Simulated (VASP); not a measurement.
Here is the system:

```
CELL_PARAMETERS angstrom
      0.00000     2.90774     2.90774
      2.90774     0.00000     2.90774
      2.90774     2.90774     0.00000
ATOMIC_POSITIONS crystal
  Na 0.00000 0.00000 0.00000
  Br 0.50000 0.50000 0.50000
```

Computed with r2SCAN meta-GGA, VASP's PBE PAW potentials (set 64) (plane waves; VASP). Run with 520 eV cut-off, 8×8×8 Γ-centred mesh, Gaussian smearing of 0.050 eV, potentials Na_pv Br.

Task: Give the stress tensor in GPa (positive for a compressed cell).

Result: 
```
1.58  0.00  0.00
0.00  1.58  0.00
0.00  0.00  1.58
```
The pressure is its mean diagonal, 1.58 GPa.

The compound is NaBr in the rock salt structure. This cell is one point of a volume scan, at 0.94 of the reference volume.
